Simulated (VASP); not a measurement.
**Ge: single point with PBE**

Ge:

```
CELL_PARAMETERS angstrom
-2.49590 2.65086 1.43695
2.49590 -2.65086 1.43695
2.49590 2.65086 -1.43695
ATOMIC_POSITIONS crystal
Ge 0.31406 0.06406 0.25000
Ge 0.68594 0.93594 0.75000
```

This isn't the form of Ge at room conditions, which is diamond.

| Property | Result |
| --- | --- |
| Program | VASP 6.6.1 |
| Task | single point |
| Functional | PBE |
| Potentials or basis | VASP PAW PBE potentials, release 64 (Ge_d) |
| Cutoff | 520 eV |
| k mesh | 11 × 11 × 11 |
| Occupations | fermi-dirac, width 0.05 eV |
| Spin | no spin polarisation |

```yaml
Pressure: 1.2 GPa
Largest_force: 0.057 eV/Å
Band_gap_on_the_k_mesh: none (metal or under the smearing width)
```

Forces on the atoms (eV/Å):
```
Ge   0.000  0.000  0.057
Ge   0.000  0.000 -0.057
```

Stress tensor (GPa, compression positive):
```
2.38 0.00 0.00
0.00 0.32 0.00
0.00 0.00 0.83
```

Levels at points of the mesh, in eV from the Fermi level:
```csv
k point,band 11,band 12,band 13,band 14,band 15,band 16,band 17,band 18
"(0.00, 0.00, 0.00)",-13.12,-3.84,-2.37,-1.92,3.45,6.93,7.16,7.88
```

Run time: 4.2 min on 1 thread of AMD EPYC 7R43 64-Core Processor (Zen 3), on a shared host, peak memory 0.23 GiB.
